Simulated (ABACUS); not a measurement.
# Al (Pm-3m) in ABACUS: notebook

One crystal, Al, is run at these levels: PBE; tasks: single point.

Everything below comes from runs of ABACUS 3.10.1. Logs are shortened: lines on timing, memory, paths and dates and some standing lists are left out, and cuts for length are marked.

## Step 1: The undisturbed crystal

It takes space group Pm-3m (No. 221, cubic). Conventional cell: a = 2.722 Å, b = 2.722 Å, c = 2.722 Å, α = 90.00°, β = 90.00°, γ = 90.00°. Al (site symmetry m-3m) is surrounded by 6 Al at 2.72 Å.

The cell was built by a generator and needn't be a form met in nature.

## Step 2: Single point, PBE (cell strained by -0.06 along c)

File INPUT:

```
INPUT_PARAMETERS
suffix              Al
calculation         scf
basis_type          pw
pseudo_dir          ./
symmetry            1
dft_functional      pbe
ecutwfc             41
pseudo_rcut         7
nspin               1
nbands              6
ks_solver           dav
smearing_method     fd
smearing_sigma      0.00367493
scf_thr             1e-08
scf_nmax            100
mixing_type         broyden
mixing_beta         0.7
cal_force           1
cal_stress          1
out_chg             1
out_pot             2
out_elf             1
```

File STRU:

```
ATOMIC_SPECIES
Al 26.9815 Al.upf

LATTICE_CONSTANT
1.8897261246

LATTICE_VECTORS
2.7217600000 0.0000000000 0.0000000000
0.0000000000 2.7217600000 0.0000000000
0.0000000000 0.0000000000 2.5584544000

ATOMIC_POSITIONS
Cartesian

Al
0.0
1
0.0000000000 0.0000000000 0.0000000000 1 1 1
```

File KPT:

```
K_POINTS
0
Gamma
7 7 7 0 0 0
```

Potentials or basis: PseudoDojo NC SR 0.4.1 PBE standard, plane waves.

Launch:

```bash
OMP_NUM_THREADS=1 mpirun -np 4 abacus > log
```

running log:

```text
ABACUS v3.10.1

               Atomic-orbital Based Ab-initio Computation at UStc

 ------------------------------------------------------------------------------------

 READING GENERAL INFORMATION
                           global_out_dir = OUT.Al/
                           global_in_card = INPUT
                               pseudo_dir = ./
                              orbital_dir =
                                    DSIZE = 4
                                    GSIZE = 1

 READING UNITCELL INFORMATION
                                    ntype = 1
                  lattice constant (Bohr) = 1.88973
              lattice constant (Angstrom) = 1

 READING ATOM TYPE 1
                               atom label = Al
                      L=0, number of zeta = 1
                      L=1, number of zeta = 1
                      L=2, number of zeta = 1
             number of atom for this type = 1

                        TOTAL ATOM NUMBER = 1
CARTESIAN COORDINATES ( UNIT =       1.889726124600 Bohr ).
    atom                   x                   y                   z     mag                  vx                  vy                  vz
tauc_Al1            0.0000000000        0.0000000000        0.0000000000  0.0000        0.0000000000        0.0000000000        0.0000000000

                          Volume (Bohr^3) = 127.901
                             Volume (A^3) = 18.9529

 Lattice vectors: (Cartesian coordinate: in unit of a_0)
             +2.72176                  +0                  +0
                   +0            +2.72176                  +0
                   +0                  +0            +2.55845
 Reciprocal vectors: (Cartesian coordinate: in unit of 2 pi/a_0)
            +0.367409                  -0                  +0
                   -0           +0.367409                  -0
                   +0                  -0           +0.390861
 The esolver type has been set to : ksdft_pw

                PAO radial cut off (Bohr) = 7

 Read in pseudopotential file is Al.upf
                     pseudopotential type = NC
          exchange-correlation functional = PBE
                 nonlocal core correction = 1
                        valence electrons = 3
                                     lmax = 2
                           number of zeta = 2
                     number of projectors = 6
                           L of projector = 0
                           L of projector = 0
                           L of projector = 1
                           L of projector = 1
                           L of projector = 2
                           L of projector = 2
     initial pseudo atomic orbital number = 4

 SETUP THE ELECTRONS NUMBER
            electron number of element Al = 3
      total electron number of element Al = 3
            AUTOSET number of electrons:  = 3
                           occupied bands = 2
                                   NBANDS = 6
                                   NLOCAL = 9

[... 142 lines left out ...]
 projector 3 L=1
 projector 4 L=1
 projector 5 L=2
 projector 6 L=2
      TOTAL NUMBER OF NONLOCAL PROJECTORS = 18

 Init Non-Local PseudoPotential table :
 Init Non-Local-Pseudopotential done.

                                     npwx = 154

 Make real space PAO into reciprocal space.
       max mesh points in Pseudopotential = 701
     dq(describe PAO in reciprocal space) = 0.01
                                    max q = 773

 number of pseudo atomic orbitals for Al is 2
WARNING: norm of atomic wavefunction # 1 of atomic type Al is 0.999207, renormalized
WARNING: norm of atomic wavefunction # 2 of atomic type Al is 0.984433, renormalized

 -------------------------------------------
 SELF-CONSISTENT
 -------------------------------------------
                                 init_chg = atomic

 PW ALGORITHM --------------- ION=   1  ELEC=   1--------------------------------
 Notice: Threshold on eigenvalues was too large.
 hsover_error=0.03 > DRHO=0.00324376
 Origin diag ethr = 0.01
 New diag ethr = 0.000108125

 Density error is 0.00320522461824
                          Error Threshold = 0.000108125420755
----------------------------------------------------------
     Energy           Rydberg                 eV
----------------------------------------------------------
 E_KohnSham     -4.6052687130        -62.6578953183
 E_Harris       -4.5932808492        -62.4947920637
 E_Fermi        0.4661086964         6.3417341582
----------------------------------------------------------
[... 39 lines left out ...]
 Density error is 3.73570696817e-09
                          Error Threshold = 1.077514122e-09
----------------------------------------------------------
     Energy           Rydberg                 eV
----------------------------------------------------------
 E_KohnSham     -4.6053101561        -62.6584591806
 E_KS(sigma->0) -4.6050914954        -62.6554841482
 E_Harris       -4.6053104172        -62.6584627320
 E_band         0.5020073789         6.8301607912
 E_one_elec     2.5463157139         34.6444026158
 E_Hartree      0.0312763701         0.4255368464
 E_xc           -2.1207862062        -28.8547766442
 E_Ewald        -5.0616787124        -68.8676719337
 E_entropy(-TS) -0.0004373215        -0.0059500649
 E_descf        0.0000000000         0.0000000000
 E_exx          0.0000000000         0.0000000000
 E_Fermi        0.4624595328         6.2920847407
----------------------------------------------------------

 charge density convergence is achieved
 final etot is -62.658459181 eV
 EFERMI = 6.2920847407 eV
The vacuum level is 7.8403948022 eV

 STATE ENERGY(eV) AND OCCUPATIONS    NSPIN == 1
 1/40 kpoint (Cartesian) = 0.0000 0.0000 0.0000 (143 pws)
       1       -3.78558     0.00583090
       2        13.8150    2.64665e-68
       3        14.6119    3.17019e-75
       4        14.8770    1.57912e-77
       5        14.8770    1.57912e-77
       6        17.4942        0.00000
[... 33 lines left out ...]
 6/40 kpoint (Cartesian) = 0.10497 0.052487 0.0000 (144 pws)
       1       -1.79354      0.0466472
       2        6.39574     0.00521247
       3        11.6859    6.58485e-49
       4        18.3899        0.00000
       5        19.1345        0.00000
       6        20.7274        0.00000

[... levels at 34 further k points ...]

------------------------------------------------------------------------------------------
 TOTAL-FORCE (eV/Angstrom)
------------------------------------------------------------------------------------------
                       Al1         0.0000000000         0.0000000000         0.0000000000
------------------------------------------------------------------------------------------

----------------------------------------------------------------
 TOTAL-STRESS (KBAR)
----------------------------------------------------------------
        -5.9612351013         0.0000000000         0.0000000000
         0.0000000000        -5.9612351013         0.0000000000
        -0.0000000000         0.0000000000       143.8730252097
----------------------------------------------------------------
 TOTAL-PRESSURE: 43.983518 KBAR

 --------------------------------------------
 !FINAL_ETOT_IS -62.6584591806248667 eV
 --------------------------------------------
```

stdout:

```text
ABACUS v3.10.1

               Atomic-orbital Based Ab-initio Computation at UStc

 UNIFORM GRID DIM        : 24 * 24 * 20
 UNIFORM GRID DIM(BIG)   : 24 * 24 * 20
 ---------------------------------------------------------
[... 22 lines left out ...]
----------------------------------------------------------------
 TOTAL-STRESS (KBAR)
----------------------------------------------------------------
        -5.9612351013         0.0000000000         0.0000000000
         0.0000000000        -5.9612351013         0.0000000000
        -0.0000000000         0.0000000000       143.8730252097
----------------------------------------------------------------
 TOTAL-PRESSURE: 43.983518 KBAR
```

It took 0.74 s on 4 MPI ranks of Intel Xeon 6975P-C (Granite Rapids), shared host; peak memory 0.2 GiB.

What came out:

```
Free energy            : -62.6585 eV
Pressure               : 4.4 GPa
Band gap on the k mesh : none (metal or under the smearing width)
```

## Step 3: Single point, PBE (cell strained by -0.03 along c)

INPUT, as its differences from that of step 2:

```diff
@@ -20,4 +20,2 @@
 cal_stress          1
-out_chg             1
-out_pot             2
-out_elf             1
+kpar                4
```

STRU, as its differences from that of step 2:

```diff
@@ -9,3 +9,3 @@
 0.0000000000 2.7217600000 0.0000000000
-0.0000000000 0.0000000000 2.5584544000
+0.0000000000 0.0000000000 2.6401072000
```

KPT is that of step 2.

Potentials or basis: PseudoDojo NC SR 0.4.1 PBE standard, plane waves.

Launch:

```bash
OMP_NUM_THREADS=1 mpirun -np 4 abacus > log
```

It took 0.66 s on 4 MPI ranks of Intel Xeon 6975P-C (Granite Rapids), shared host; peak memory 0.2 GiB.

The run converged. Its results:

| Item | Value |
| --- | --- |
| Free energy | -62.6962 eV |
| Pressure | 1.7 GPa |
| Band gap on the k mesh | none (metal or under the smearing width) |

Stress tensor (GPa, compression positive):
```
-0.53  0.00  0.00
 0.00 -0.53  0.00
 0.00  0.00  6.06
```

Levels at points of the mesh, in eV from the Fermi level:
```
           k point  band 1  band 2
(0.00, 0.00, 0.00)   -9.81    7.77
```
